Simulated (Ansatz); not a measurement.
**Nickel, dhcp under RPBE: ground state and equation of state**

The plan for nickel in the dhcp structure: relax it, solve it on a dense k-mesh, then scale the cell to 7 volumes from 88 to 112 % of the relaxed one and try a fit of the equation of state. The start is ferromagnetic. The k-meshes are 14×14×4 for the relaxation; 19×19×5 for the dense run; 16×16×5 for the volumes.

Method: DFT RPBE, plane waves (420 eV) with PAW, scalar-relativistic; the PAW data stem from PBE, with regenerated cores, in Ansatz 0.2.0.

### 1 Starting point

The structure is hexagonal, space group P6_3/mmc (No. 194). Conventional cell: a = 2.492 Å, b = 2.492 Å, c = 8.138 Å, α = 90.00°, β = 90.00°, γ = 120.00°. Ni (site symmetry -3m) has 12 Ni at 2.49 Å as nearest neighbours. Ni (site symmetry -6m2) is surrounded by 12 Ni at 2.49 Å.

Coordinates:

```cif
data_structure
_symmetry_space_group_name_H-M 'P6_3/mmc'
_symmetry_Int_Tables_number 194
_cell_length_a 2.4918
_cell_length_b 2.4918
_cell_length_c 8.1381
_cell_angle_alpha 90.000
_cell_angle_beta 90.000
_cell_angle_gamma 120.000
_cell_volume 43.76
loop_
_atom_site_label
_atom_site_type_symbol
_atom_site_symmetry_multiplicity
_atom_site_Wyckoff_symbol
_atom_site_fract_x
_atom_site_fract_y
_atom_site_fract_z
_atom_site_occupancy
Ni1 Ni 2 a 0.00000 0.00000 0.00000 1
Ni2 Ni 2 c 0.33333 0.66667 0.25000 1
```

The atoms start with moments of +0.8 ×4 μB.

### 2 Geometry optimisation

Input file input.yaml:

```yaml
crystal:
  lattice:
    - [2.491755966, 0.0, 0.0]
    - [-1.245877983, 2.1579239666, 0.0]
    - [0.0, 0.0, 8.138074985]
  atoms:
    - { symbol: Ni, position: [0.0, 0.0, 0.0], spin: 0.8 }
    - { symbol: Ni, position: [0.0, 0.0, 0.5], spin: 0.8 }
    - { symbol: Ni, position: [0.3333333333, 0.6666666667, 0.25], spin: 0.8 }
    - { symbol: Ni, position: [0.6666666667, 0.3333333333, 0.75], spin: 0.8 }
hamiltonian:
  xc: rpbe
  pseudopotentials:
    kind: paw
    azcp:
      Ni: "pseudopotentials/Ni.paw.azcp"
basis:
  ecutwfc: 420
  fft_grid_basis: typed
kpoints:
  mp_grid: { grid: [14, 14, 4], shift: [0, 0, 0] }
magnetization:
  spin_polarized: true
scf:
  occupations: { method: fermi_dirac, width: 0.05 }
relax:
  max_steps: 60
  f_tol: 0.01
  cell: {}
output:
  write_density: true
  write_potential: true
  elf: true
  volumetric_format: npy
```

Further steps of the session: Dense single point; The cell scaled to 88 % of its volume; The cell scaled to 92 % of its volume; The cell scaled to 96 % of its volume; The cell scaled to 100 % of its volume; The cell scaled to 104 % of its volume; The cell scaled to 108 % of its volume; The cell scaled to 112 % of its volume.

What does the calculation give? Wanted: space group; conventional cell; volume; shortest distance; gap on the mesh; magnetic state; relative to fcc, ferromagnetic; V₀, B₀, B₀′.

**Answer**, as computed:

| quantity | value |
| --- | --- |
| space group (spins left aside) | P6_3/mmc (No. 194) |
| conventional cell | a = 2.513 Å, c = 8.223 Å (c/a = 3.273) |
| volume | 11.240 Å³/atom |
| shortest distance | 2.513 Å |
| gap on the mesh | none (levels filled in part) |
| magnetic state | ferromagnetic, up to 0.71 μB per atom |
| relative to fcc, ferromagnetic | +12 meV/atom |
| V₀, B₀, B₀′ | 11.217 Å³/atom, 177 GPa, 5.1 |

In words: The relaxation enlarged the cell by 2.7 % in volume. It lies 12 meV/atom above the element's reference form at the same level (fcc, ferromagnetic, from a run of its own). The final state is ferromagnetic (largest moment 0.71 μB). Levels at the Fermi energy are filled in part, as in a metal. B₀ comes out at 177 GPa; letting shape and positions relax at each volume could only lower it. The symmetry was held, so the structure may be unstable against distortions that break it.
